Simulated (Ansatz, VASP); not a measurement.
**One calculation of Hg, two programs**

```
CELL_PARAMETERS angstrom
2.69744 0.00000 0.00000
-1.34872 2.33605 0.00000
0.00000 0.00000 4.46896
ATOMIC_POSITIONS crystal
Hg 0.33333 0.66667 0.25000
Hg 0.66667 0.33333 0.75000
```

Change from the starting cell: volume scaled by 0.45, norm-conserving files.

Alike in both runs: task single point; functional PBE; k mesh 14 × 14 × 8; occupations fermi-dirac, width 0.05 eV; no spin polarisation.

|  | VASP | Ansatz |
| --- | --- | --- |
| version | VASP 6.6.1 | Ansatz 0.2.0 |
| potentials or method | VASP PAW PBE potentials, release 64 (Hg) | norm-conserving pseudopotentials, scalar-relativistic |
| plane-wave cutoff (eV) | 520 | 898 |
| valence electrons in the cell | 24 | 40 |

```csv
,VASP,Ansatz,Ansatz less VASP
pressure (GPa),127.5,122.5,-5.03
largest component of the traceless stress (GPa),0.30,0.47,+0.176
```

The two sets of potentials don't hold the same shells in valence.

Caveats: the cell as given lies far from equilibrium; so large a pressure means that the cell lies far from this level's equilibrium, or that cutoff or potentials fall short (VASP). The runs have no spin-orbit coupling, so splittings on Hg are missing.
